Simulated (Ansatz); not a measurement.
# ZrB2 (P6/mmm) in Ansatz: further runs

The runs below take ZrB2 through single point, equation of state, with rPW86-PBE.

Program: Ansatz 0.2.0. These are calculated values, not measurements. Logs are shortened: lines on timing, memory, paths and dates and some standing lists are left out, and cuts for length are marked.

### 1 Starting point

It takes space group P6/mmm (No. 191, hexagonal). The conventional cell has a = 3.170 Å, b = 3.170 Å, c = 3.533 Å, α = 90.00°, β = 90.00°, γ = 120.00°. Zr (site symmetry 6/mmm) has 12 B at 2.54 Å as nearest neighbours. Around B (site symmetry -6m2) lie 3 B at 1.83 Å.

### 2 Single point, rPW86-PBE, 9.63 Å³/atom (volume scaled by 0.94)

File input.yaml:

```yaml
crystal:
  lattice:
    - [3.1052879646, 0.0, 0.0]
    - [-1.5526439823, 2.6892582634, 0.0]
    - [0.0, 0.0, 3.4608777221]
  atoms:
    - { symbol: Zr, position: [0.0, 0.0, 0.0] }
    - { symbol: B, position: [0.6666666667, 0.3333333333, 0.5] }
    - { symbol: B, position: [0.3333333333, 0.6666666667, 0.5] }
hamiltonian:
  xc: { exchange: rpw86, correlation: pbe }
  pseudopotentials: { kind: paw }
kpoints:
  mp_grid: { grid: [10, 10, 8] }
scf:
  occupations: { method: fermi_dirac, width: 0.05 }
output:
  forces: true
  stress: true
  eigenvalues: true
```

Potentials or basis: Ansatz PAW.

Run with:

```
ansatz run input.yaml --threads 2 --pin off --max-ram 5120MiB --backend cpu --events-out ev --progress --plain --runs-dir out
```

The program printed:

```text
Warning: RAYON_NUM_THREADS=2 ignored (pool sized by the plan → 2); use --threads N
Engine: ansatz 0.2.0, aarch64-unknown-linux-gnu
Pseudopotentials: kind: paw
Pseudopotential: Zr, paw, valence charge 12, recommended cutoff 420 eV (normal), Zr.paw.azcp
Pseudopotential: B, paw, valence charge 3, recommended cutoff 420 eV (normal), B.paw.azcp
Functional definition: unnamed
  exchange = rpw86_x
  correlation = pbe_c
Crystal: 3 atoms, lattice volume = 28.902 Å³
Basis set: ecut = 420 eV, 563 PW (Γ), exchange–correlation on 48×48×48 points (8 copies of the dense FFT grid, shifted against one another)
Bands: 13, of which v1, the nominal top of the filled ones, is band 9 counted from 1 (8 counted from 0)
Symmetry: 24 space group operations
Space group: P6/mmm (ITA 191), of the structure as read, at distance tolerance 3.1e-5 Å
k-points: 70 of 800
Non-local potential: Zr, projectors of the file, l = 0: 3, l = 1: 2, l = 2: 2, l = 3: 2
Non-local potential: B, projectors of the file, l = 0: 2, l = 1: 2, l = 2: 1
PAW form: soft (Blöchl's): semilocal exchange-correlation on the pseudo side does not see the compensation charge
PAW frozen core: Zr, regenerated for the run's functional, and the local potential with it (the file was generated under x = pbe(κ = 0.804, μ = 0.2195149727645171), c = pbe(β = 0.06672455060314922))
PAW frozen core: B, regenerated for the run's functional, and the local potential with it (the file was generated under x = pbe(κ = 0.804, μ = 0.2195149727645171), c = pbe(β = 0.06672455060314922))
PAW one-centre angular grid: Zr, 590 points (default); XC on 64 Gauss nodes
PAW one-centre angular grid: B, 110 points (default); XC on 64 Gauss nodes
Initial density: superposition of atomic densities (neutral atoms: chi_scale 0, normalization atom), corrected by the library's trained network
Initial wavefunctions: pseudopotential atomic-orbital guess
Functional: x = rpw86, c = pbe(β = 0.06672455060314922)
SCF iter   1: F=—  HF=-4542.737170 eV  |F-HF|=—  |Δ(HF+E_count)|=         —  Δρ=6.19e-3  dr2=1.91e-2  ethr=1.77e-3  ⟨swp⟩=5.2  Hψ=4581  notcnv=0
preconditioner: auto → none  [insulator: Δε(μ)=0.210 eV  Ē_g=17.256 eV  σ=0.050 eV  W_gap=0.61  n_scr=8 (ndim 8)  ℏωp=27.6 eV  f_vac=0.000  D(μ)=0.31/eV (n_scr^D=0)  ε∞_Penn≈3.6]
SCF iter   2: F=—  HF=-4542.732874 eV  |F-HF|=—  |Δ(HF+E_count)|=   4.30e-3  Δρ=2.59e-3  dr2=3.67e-3  ethr=1.06e-4  ⟨swp⟩=2.2  Hψ=2005  notcnv=0
SCF iter   3: F=—  HF=-4542.731850 eV  |F-HF|=—  |Δ(HF+E_count)|=   1.02e-3  Δρ=9.13e-4  dr2=1.61e-4  ethr=2.04e-5  ⟨swp⟩=2.1  Hψ=1326  notcnv=0
SCF iter   4: F=—  HF=-4542.731897 eV  |F-HF|=—  |Δ(HF+E_count)|=   4.66e-5  Δρ=1.58e-4  dr2=2.50e-6  ethr=8.96e-7  ⟨swp⟩=2.2  Hψ=1505  notcnv=0
SCF iter   5: F=—  HF=-4542.731941 eV  |F-HF|=—  |Δ(HF+E_count)|=   4.44e-5  Δρ=8.07e-5  dr2=1.33e-6  ethr=1.39e-8  ⟨swp⟩=2.0  Hψ=1540  notcnv=0
SCF iter   6: F=—  HF=-4542.731941 eV  |F-HF|=—  |Δ(HF+E_count)|=   5.49e-7  Δρ=2.58e-5  dr2=1.26e-7  ethr=7.36e-9  ⟨swp⟩=2.3  Hψ=1500  notcnv=0
SCF iter   7: F=-4542.731941 eV  HF=-4542.731941 eV  |F-HF|=3.97e-10  |Δ(HF+E_count)|=   5.17e-8  Δρ=2.73e-6  dr2=1.33e-9  ethr=5.56e-10  ⟨swp⟩=4.0  Hψ=2821  notcnv=0
SCF 1 converged in 7 iterations: F = -4542.731941 eV  dr2 = 1.33e-9
SCF converged after 7 iterations
Free energy (F): -4542.731941 eV
Harris-Foulkes:  -4542.731941 eV  (|F-HF|=3.97e-10)
Internal energy: -4542.729277 eV  (E = F + TS)
E sigma→0 (E₀):  -4542.730609 eV
Entropy (-TS):   -0.002663 eV (-0.888 meV/atom)
Fermi energy:    16.850818 eV
--- Per-component energies (eV) ---
  E_band       = -5.175340
  E_kinetic    = 441.869765
  E_local      = -523.875204  (includes V_loc(G=0)·N_el)
  E_nonlocal   = 99.213959
  E_hartree    = 167.992606
  E_xc         = -232.172990
  E_vxc        = -274.108920  (∫ρ·V_xc dr)
  E_paw        = -3154.277717  (= ΣΔE_a)
  E_vpaw       = -84.259627  (= ΣTr[D̂ρ^β])
  E_aug_tail   = 0.000022  (compensation charges beyond the density's cutoff)
  E_ewald      = -1341.571311
  E_core_change = 0.091592  (= ΣΔE_core)
  E_smearing   = -0.002663  (= −TS)
  E_closure    = 0.000000  (closes the sum)
  Σ components = -4542.731941   (vs F -4542.731941, Δ=0.00e0)
--- Forces (eV/Å), atoms counted from 1 ---
  atom   1  Zr    -0.00000000    -0.00000000     0.00000000
  atom   2  B      0.00000000     0.00000000     0.00000000
  atom   3  B      0.00000000    -0.00000000     0.00000000
  max |Σ_I F_I| component: 1.11e-16 eV/Å
--- Stress (GPa, compression-positive) ---
       21.636993      -0.000000       0.000000
        0.000000      21.636993       0.000000
        0.000000       0.000000      24.235928
  P = ⅓ Tr σ = 22.5033 GPa (225.033 kbar)
--- Band table (eV; the first three rows and the last of 70) ---
  k-point 0: bands = ["-31.6351", "-9.7838", "-9.1455", "-9.1455", "3.9430", "14.1668", "14.1668", "14.2479", "14.6031", "20.6530", "20.6530", "21.3920", "21.3920"]
  k-point 1: bands = ["-31.6313", "-9.8538", "-9.1408", "-9.1408", "4.1971", "13.0615", "14.3202", "14.3202", "15.7323", "19.5769", "19.5769", "20.8909", "20.8909"]
  k-point 2: bands = ["-31.6223", "-10.0176", "-9.1294", "-9.1294", "4.8776", "11.6705", "14.7663", "14.7663", "17.0452", "18.3623", "18.3623", "19.7322", "19.7322"]
  k-point 69: bands = ["-31.4463", "-9.9659", "-9.8987", "-9.7578", "7.4835", "8.4568", "11.9693", "14.1328", "14.2522", "21.2965", "23.2002", "23.4809", "23.7462"]
```

Wall time 1 s (2 threads of Arm Neoverse V1, shared host); peak memory 0.31 GiB.

What came out:

- Free energy: -4542.7319 eV
- Pressure: 22.5 GPa
- Band gap on the k mesh: none (metal or under the smearing width)

Caveat: the PAW data sets come from PBE, with cores solved anew for the run's functional, which leaves a small shift of forces and pressure.

### 3 Single point, rPW86-PBE, 9.84 Å³/atom (volume scaled by 0.96)

Edit input.yaml of step 2 so:

```diff
@@ -2,5 +2,5 @@
   lattice:
-    - [3.1052879646, 0.0, 0.0]
-    - [-1.5526439823, 2.6892582634, 0.0]
-    - [0.0, 0.0, 3.4608777221]
+    - [3.1271569103, 0.0, 0.0]
+    - [-1.5635784551, 2.7081973259, 0.0]
+    - [0.0, 0.0, 3.4852509034]
   atoms:
@@ -20 +20,5 @@
   eigenvalues: true
+  write_density: true
+  write_potential: true
+  elf: true
+  volumetric_format: npy
```

Potentials or basis: Ansatz PAW.

Run with:

```
ansatz run input.yaml --threads 2 --pin off --max-ram 5120MiB --backend cpu --events-out ev --progress --plain --runs-dir out
```

Run time: 1.3 s. Hardware: 2 threads of Arm Neoverse V1, shared host; peak memory 0.32 GiB.

The run converged. Its results:

```yaml
Free_energy: -4542.8059 eV
Pressure: 16.1 GPa
Band_gap_on_the_k_mesh: none (metal or under the smearing width)
```

Caveat: the PAW data sets come from PBE, with cores solved anew for the run's functional, which leaves a small shift of forces and pressure.

### 4 Single point, rPW86-PBE, 10.04 Å³/atom (volume scaled by 0.98)

Edit input.yaml of step 3 so:

```diff
@@ -2,5 +2,5 @@
   lattice:
-    - [3.1271569103, 0.0, 0.0]
-    - [-1.5635784551, 2.7081973259, 0.0]
-    - [0.0, 0.0, 3.4852509034]
+    - [3.1487241912, 0.0, 0.0]
+    - [-1.5743620956, 2.7268751391, 0.0]
+    - [0.0, 0.0, 3.5092878761]
   atoms:
@@ -20,5 +20 @@
   eigenvalues: true
-  write_density: true
-  write_potential: true
-  elf: true
-  volumetric_format: npy
```

Run with:

```
ansatz run input.yaml --threads 2 --pin off --max-ram 5120MiB --backend cpu --events-out ev --progress --plain --runs-dir out
```

Wall time 0.99 s (2 threads of Arm Neoverse V1, shared host); peak memory 0.32 GiB.

Results (log left out):

```yaml
Free_energy: -4542.8565 eV
Pressure: 10.3 GPa
Band_gap_on_the_k_mesh: none (metal or under the smearing width)
```

Caveat: the PAW data sets come from PBE, with cores solved anew for the run's functional, which leaves a small shift of forces and pressure.

### 5 Single point, rPW86-PBE, 10.25 Å³/atom

Edit input.yaml of step 4 so:

```diff
@@ -2,5 +2,5 @@
   lattice:
-    - [3.1487241912, 0.0, 0.0]
-    - [-1.5743620956, 2.7268751391, 0.0]
-    - [0.0, 0.0, 3.5092878761]
+    - [3.17, 0.0, 0.0]
+    - [-1.585, 2.74530053, 0.0]
+    - [0.0, 0.0, 3.533]
   atoms:
```

Run with:

```
ansatz run input.yaml --threads 2 --pin off --max-ram 5120MiB --backend cpu --events-out ev --progress --plain --runs-dir out
```

It took 1 s on 2 threads of Arm Neoverse V1, shared host; peak memory 0.32 GiB.

It converged, with:

```
Free energy            : -4542.8858 eV
Pressure               : 5.1 GPa
Band gap on the k mesh : none (metal or under the smearing width)
```

Caveat: the PAW data sets come from PBE, with cores solved anew for the run's functional, which leaves a small shift of forces and pressure.

### 6 Single point, rPW86-PBE, 10.45 Å³/atom (volume scaled by 1.02)

Edit input.yaml of step 5 so:

```diff
@@ -2,5 +2,5 @@
   lattice:
-    - [3.17, 0.0, 0.0]
-    - [-1.585, 2.74530053, 0.0]
-    - [0.0, 0.0, 3.533]
+    - [3.1909939893, 0.0, 0.0]
+    - [-1.5954969947, 2.7634818581, 0.0]
+    - [0.0, 0.0, 3.5563980329]
   atoms:
@@ -20 +20,5 @@
   eigenvalues: true
+  write_density: true
+  write_potential: true
+  elf: true
+  volumetric_format: npy
```

Potentials or basis: Ansatz PAW.

Run with:

```
ansatz run input.yaml --threads 2 --pin off --max-ram 5120MiB --backend cpu --events-out ev --progress --plain --runs-dir out
```

Wall time 1.3 s (2 threads of Arm Neoverse V1, shared host); peak memory 0.32 GiB.

Results (log left out):

| Property | Result |
| --- | --- |
| Free energy | -4542.8961 eV |
| Pressure | 0.3 GPa |
| Band gap on the k mesh | none (metal or under the smearing width) |

Caveat: the PAW data sets come from PBE, with cores solved anew for the run's functional, which leaves a small shift of forces and pressure.

### 7 Single point, rPW86-PBE, 10.66 Å³/atom (volume scaled by 1.04)

Edit input.yaml of step 6 so:

```diff
@@ -2,5 +2,5 @@
   lattice:
-    - [3.1909939893, 0.0, 0.0]
-    - [-1.5954969947, 2.7634818581, 0.0]
-    - [0.0, 0.0, 3.5563980329]
+    - [3.2117153101, 0.0, 0.0]
+    - [-1.6058576551, 2.7814270483, 0.0]
+    - [0.0, 0.0, 3.5794921737]
   atoms:
```

Run with:

```
ansatz run input.yaml --threads 2 --pin off --max-ram 5120MiB --backend cpu --events-out ev --progress --plain --runs-dir out
```

It took 1.3 s on 2 threads of Arm Neoverse V1, shared host; peak memory 0.32 GiB.

The run converged. Its results:

```yaml
Free_energy: -4542.8889 eV
Pressure: -4.0 GPa
Band_gap_on_the_k_mesh: none (metal or under the smearing width)
```

Caveat: the PAW data sets come from PBE, with cores solved anew for the run's functional, which leaves a small shift of forces and pressure.

### 8 Single point, rPW86-PBE, 10.86 Å³/atom (volume scaled by 1.06)

Edit input.yaml of step 7 so:

```diff
@@ -2,5 +2,5 @@
   lattice:
-    - [3.2117153101, 0.0, 0.0]
-    - [-1.6058576551, 2.7814270483, 0.0]
-    - [0.0, 0.0, 3.5794921737]
+    - [3.2321726471, 0.0, 0.0]
+    - [-1.6160863235, 2.7991436218, 0.0]
+    - [0.0, 0.0, 3.6022921016]
   atoms:
@@ -20,5 +20 @@
   eigenvalues: true
-  write_density: true
-  write_potential: true
-  elf: true
-  volumetric_format: npy
```

Run with:

```
ansatz run input.yaml --threads 2 --pin off --max-ram 5120MiB --backend cpu --events-out ev --progress --plain --runs-dir out
```

It took 1.1 s on 2 threads of Arm Neoverse V1, shared host; peak memory 0.32 GiB.

It converged, with:

```yaml
Free_energy: -4542.8659 eV
Pressure: -7.9 GPa
Band_gap_on_the_k_mesh: none (metal or under the smearing width)
```

Caveat: the PAW data sets come from PBE, with cores solved anew for the run's functional, which leaves a small shift of forces and pressure.

### 9 Equation of state, rPW86-PBE

Potentials or basis: Ansatz PAW.

No new run: the results of the series are fitted here.

Results:

```yaml
Equilibrium_volume: 10.47 Å³/atom
Bulk_modulus_at_fixed_shape_and_positions: 230 GPa
Pressure_derivative_of_the_bulk_modulus: 3.9
```

Energy against volume, from the lowest point:
```csv
volume (Å³/atom),energy (meV/atom)
9.634,54.73
9.839,30.08
10.044,13.21
10.249,3.43
10.454,0.00
10.659,2.40
10.864,10.08
```

Caveat: the potentials were made for another functional, which shifts forces and pressure; the cell was scaled at fixed shape and fractional positions, which overstates the stiffness of a crystal with free parameters, most of all of layers and chains.
